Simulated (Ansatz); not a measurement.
## Eigenvalues along a path: Ga (diamond type)

```
Ga
1.0
     0.00000    2.45150    2.45150
     2.45150    0.00000    2.45150
     2.45150    2.45150    0.00000
Ga
2
Direct
  0.87500 0.87500 0.87500
  0.12500 0.12500 0.12500
```

The cell comes from a relaxation on PAW files under the same functional, begun from a prototype that needn't be the stable phase.

Computed with Ansatz 0.2.0; functional PBE, scalar-relativistic. Settings: a Γ-centred 11×11×11 k mesh, Fermi–Dirac smearing of 0.05 eV, no spin polarisation. Methods: LAPW: all electrons, basis error target 1 meV/atom.

This run: volume at 0.58 of the series' base cell.

Path points, in fractions of the reciprocal vectors: Γ (0.000, 0.000, 0.000), X (0.500, 0.000, 0.500), U (0.625, 0.250, 0.625), K (0.375, 0.375, 0.750), L (0.500, 0.500, 0.500), W (0.500, 0.250, 0.750). The distance column jumps between branches of the path. Levels in eV from the Fermi level; bands 9 to 24, counted from the lowest band of the run. The gap is zero, the pressure 70.7 GPa.

```
# k(1/Å) point b9 b10 b11 b12 b13 b14 b15 b16 b17 b18 b19 b20 b21 b22 b23 b24
0.000 Γ -15.82 -15.82 -15.82 -15.74 -15.74 -14.82 -14.82 -14.82 -14.54 -14.54 -12.88 4.85 4.85 4.85 6.63 6.63
0.160 - -15.86 -15.83 -15.83 -15.73 -15.69 -14.87 -14.81 -14.81 -14.55 -14.52 -12.77 4.04 4.04 4.35 6.29 7.55
0.320 - -15.91 -15.83 -15.83 -15.69 -15.60 -14.97 -14.77 -14.77 -14.58 -14.51 -12.46 2.84 2.84 3.20 5.59 9.07
0.481 - -15.95 -15.85 -15.85 -15.63 -15.50 -15.11 -14.72 -14.72 -14.63 -14.53 -11.95 1.73 1.73 1.73 4.88 7.67
0.641 - -15.96 -15.86 -15.86 -15.55 -15.39 -15.25 -14.70 -14.65 -14.65 -14.57 -11.24 0.10 0.76 0.76 4.29 6.25
0.801 - -15.95 -15.88 -15.88 -15.46 -15.39 -15.27 -14.79 -14.63 -14.58 -14.58 -10.34 -1.62 -0.01 -0.01 3.86 5.18
0.961 - -15.92 -15.89 -15.89 -15.54 -15.35 -15.16 -14.89 -14.72 -14.52 -14.52 -9.25 -3.35 -0.58 -0.58 3.59 4.41
1.121 - -15.90 -15.90 -15.86 -15.66 -15.23 -15.04 -15.00 -14.82 -14.48 -14.48 -8.00 -5.02 -0.93 -0.93 3.51 3.89
1.281 X -15.90 -15.90 -15.77 -15.77 -15.12 -15.12 -14.93 -14.93 -14.46 -14.46 -6.58 -6.58 -1.05 -1.05 3.60 3.60
1.338 - -15.91 -15.90 -15.77 -15.76 -15.12 -15.12 -14.93 -14.93 -14.46 -14.46 -6.58 -6.57 -1.16 -1.04 3.61 3.74
1.395 - -15.93 -15.90 -15.77 -15.73 -15.12 -15.12 -14.95 -14.93 -14.46 -14.45 -6.57 -6.53 -1.44 -1.00 3.64 4.12
1.451 - -15.96 -15.90 -15.77 -15.69 -15.13 -15.11 -14.98 -14.93 -14.46 -14.44 -6.56 -6.47 -1.84 -0.93 3.69 4.67
1.508 - -15.98 -15.91 -15.76 -15.64 -15.14 -15.11 -15.02 -14.93 -14.46 -14.42 -6.55 -6.38 -2.28 -0.84 3.76 5.33
1.565 - -16.00 -15.91 -15.75 -15.59 -15.15 -15.11 -15.06 -14.93 -14.46 -14.41 -6.55 -6.27 -2.72 -0.73 3.85 6.08
1.621 - -16.01 -15.91 -15.74 -15.54 -15.16 -15.11 -15.10 -14.93 -14.45 -14.39 -6.59 -6.14 -3.12 -0.59 3.96 6.88
1.678 - -16.03 -15.92 -15.73 -15.49 -15.18 -15.15 -15.11 -14.93 -14.45 -14.38 -6.68 -5.98 -3.45 -0.42 4.09 7.73
1.735 U -16.03 -15.92 -15.72 -15.43 -15.20 -15.19 -15.10 -14.92 -14.45 -14.38 -6.83 -5.79 -3.68 -0.23 4.24 8.60
2.519 K -16.03 -15.92 -15.72 -15.43 -15.20 -15.19 -15.10 -14.92 -14.45 -14.38 -6.83 -5.79 -3.68 -0.23 4.24 8.60
2.689 - -16.04 -15.94 -15.69 -15.36 -15.28 -15.25 -15.09 -14.91 -14.44 -14.38 -7.72 -5.07 -3.72 0.45 4.81 11.29
2.859 - -16.01 -15.96 -15.67 -15.49 -15.32 -15.16 -15.06 -14.87 -14.43 -14.43 -8.90 -4.13 -3.08 1.30 5.56 10.66
3.029 - -15.97 -15.96 -15.68 -15.58 -15.39 -15.08 -15.03 -14.79 -14.51 -14.44 -10.05 -2.95 -2.07 2.24 6.47 9.45
3.199 - -15.97 -15.91 -15.75 -15.61 -15.46 -15.02 -14.98 -14.70 -14.60 -14.45 -11.04 -1.55 -0.80 3.18 7.48 8.45
3.369 - -15.95 -15.87 -15.81 -15.63 -15.54 -14.96 -14.93 -14.69 -14.62 -14.47 -11.83 0.05 0.66 3.98 7.66 8.22
3.539 - -15.91 -15.84 -15.83 -15.67 -15.62 -14.90 -14.88 -14.76 -14.57 -14.50 -12.41 1.82 2.27 4.52 7.09 7.93
3.709 - -15.86 -15.83 -15.83 -15.72 -15.70 -14.84 -14.84 -14.81 -14.54 -14.53 -12.76 3.64 3.88 4.78 6.74 7.20
3.879 Γ -15.82 -15.82 -15.82 -15.74 -15.74 -14.82 -14.82 -14.82 -14.54 -14.54 -12.88 4.85 4.85 4.85 6.63 6.63
4.017 - -15.84 -15.84 -15.82 -15.72 -15.72 -14.83 -14.83 -14.83 -14.53 -14.53 -12.80 3.76 4.57 4.57 6.96 6.96
4.156 - -15.87 -15.87 -15.81 -15.67 -15.67 -14.86 -14.84 -14.84 -14.53 -14.53 -12.57 1.97 4.04 4.04 7.26 7.58
4.295 - -15.90 -15.90 -15.81 -15.63 -15.63 -14.89 -14.85 -14.85 -14.52 -14.52 -12.18 0.12 3.51 3.51 7.15 8.07
4.433 - -15.91 -15.91 -15.80 -15.59 -15.59 -14.94 -14.85 -14.85 -14.52 -14.52 -11.64 -1.66 3.05 3.05 7.01 8.19
4.572 - -15.91 -15.91 -15.79 -15.58 -15.58 -14.98 -14.84 -14.84 -14.52 -14.52 -10.96 -3.32 2.68 2.68 6.91 7.99
4.711 - -15.90 -15.90 -15.78 -15.57 -15.57 -15.02 -14.83 -14.83 -14.52 -14.52 -10.15 -4.84 2.42 2.42 6.85 7.73
4.850 - -15.89 -15.89 -15.77 -15.58 -15.58 -15.04 -14.82 -14.82 -14.53 -14.53 -9.28 -6.14 2.26 2.26 6.83 7.54
4.988 L -15.89 -15.89 -15.77 -15.58 -15.58 -15.05 -14.81 -14.81 -14.53 -14.53 -8.75 -6.82 2.21 2.21 6.82 7.47
5.102 - -15.91 -15.89 -15.75 -15.57 -15.57 -15.06 -14.82 -14.82 -14.52 -14.52 -8.71 -6.77 1.77 2.06 7.08 7.15
5.215 - -15.95 -15.91 -15.72 -15.55 -15.52 -15.09 -14.85 -14.84 -14.51 -14.49 -8.58 -6.63 0.81 1.64 6.75 7.33
5.328 - -15.98 -15.93 -15.70 -15.52 -15.45 -15.14 -14.90 -14.87 -14.48 -14.45 -8.37 -6.40 -0.29 0.98 6.59 7.56
5.441 - -16.00 -15.95 -15.67 -15.47 -15.37 -15.20 -14.96 -14.89 -14.46 -14.42 -8.06 -6.10 -1.37 0.18 6.70 7.84
5.555 - -16.02 -15.97 -15.64 -15.42 -15.28 -15.27 -15.02 -14.92 -14.44 -14.40 -7.67 -5.77 -2.34 -0.68 7.00 8.20
5.668 - -16.03 -15.99 -15.60 -15.39 -15.33 -15.20 -15.08 -14.95 -14.42 -14.38 -7.19 -5.52 -3.05 -1.52 7.46 8.59
5.781 - -16.03 -16.01 -15.56 -15.44 -15.29 -15.17 -15.10 -14.99 -14.40 -14.38 -6.64 -5.61 -3.25 -2.28 8.03 8.89
5.895 W -16.02 -16.02 -15.50 -15.50 -15.23 -15.23 -15.04 -15.04 -14.39 -14.39 -6.06 -6.06 -2.91 -2.91 8.62 8.62
5.975 - -16.02 -16.02 -15.51 -15.51 -15.22 -15.22 -15.04 -15.04 -14.39 -14.39 -6.09 -6.09 -2.85 -2.85 8.10 8.10
6.055 - -16.01 -16.01 -15.55 -15.55 -15.19 -15.19 -15.04 -15.04 -14.40 -14.40 -6.16 -6.16 -2.67 -2.67 7.21 7.21
6.135 - -15.99 -15.99 -15.59 -15.59 -15.17 -15.17 -15.02 -15.02 -14.41 -14.41 -6.25 -6.25 -2.41 -2.41 6.33 6.33
6.215 - -15.98 -15.98 -15.64 -15.64 -15.14 -15.14 -15.00 -15.00 -14.42 -14.42 -6.35 -6.35 -2.08 -2.08 5.49 5.49
6.295 - -15.96 -15.96 -15.68 -15.68 -15.13 -15.13 -14.97 -14.97 -14.44 -14.44 -6.45 -6.45 -1.72 -1.72 4.76 4.76
6.375 - -15.93 -15.93 -15.73 -15.73 -15.12 -15.12 -14.95 -14.95 -14.45 -14.45 -6.52 -6.52 -1.39 -1.39 4.16 4.16
6.455 - -15.91 -15.91 -15.76 -15.76 -15.12 -15.12 -14.93 -14.93 -14.46 -14.46 -6.56 -6.56 -1.14 -1.14 3.75 3.75
6.535 X -15.90 -15.90 -15.77 -15.77 -15.12 -15.12 -14.93 -14.93 -14.46 -14.46 -6.58 -6.58 -1.05 -1.05 3.60 3.60
```
